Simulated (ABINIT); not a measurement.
Runs of ABINIT 10.8.3 (patched build) on InAs. The structure is cubic, space group F-43m (No. 216). The conventional cell has a = 6.036 Å, b = 6.036 Å, c = 6.036 Å, α = 90.00°, β = 90.00°, γ = 90.00°. In (site symmetry -43m) is surrounded by 4 As at 2.61 Å. As (site symmetry -43m) has 4 In at 2.61 Å as nearest neighbours. 

| task | level | potentials or basis | spin | cutoff (eV) | fine-grid cutoff | gap on the mesh (eV) | pressure (GPa) | V0 of scaled cells (Å³/atom) | B0 (GPa) |
| --- | --- | --- | --- | --- | --- | --- | --- | --- | --- |
| band structure | LDA-PZ | JTH PAW LDA v2.0 sp | off | 408 | 816.342 eV | none | 1.0 | - | - |
| band structure | WC | JTH PAW PBE v2.0 sp | off | 408 | 816.342 eV | none | - | - | - |
| band structure | SOGGA | JTH PAW PBE v2.0 sp | off | 408 | 816.342 eV | none | - | - | - |
| band structure | rPW86PBE | JTH PAW PBE v2.0 | off | 463 | 925.187 eV | none | - | - | - |
| band structure | LDA | JTH PAW LDA v2.0 sp | SOC, no magnetisation | 408 | 816.342 eV | none | 1.0 | - | - |
| equation of state | AM05 | JTH PAW PBE v2.0 sp | off | 408 | 816.342 eV | - | - | 29.00 | 55 |
| equation of state | LDA-PZ | JTH PAW LDA v2.0 | off | 463 | 925.187 eV | - | - | 27.39 | (a) |

Alike in all rows: cell as given; k mesh 8 × 8 × 8; smearing fermi-dirac 0.05 eV.

Fill in the values left out.

(a) 60.

Caveats: this set keeps more shells in the core, which shifts pressures and gaps (some runs); this crystal is a semiconductor, whose small gap the functional closes, so the metal is an error of the method (some runs); the atomic spheres overlap (some runs); spin-orbit coupling is left out, which moves the levels of the heavy elements (some runs); the PAW data sets were made with another functional, which shifts forces and pressure a little (some runs); pressures at fixed basis lie under the slope of the energies (some runs).

A k mesh can miss the band edges, and rows without SOC leave out spin-orbit coupling on As, In.

A gap of «none» marks a metal or a gap under the smearing width.

The runs don't all hold the same shells in valence.
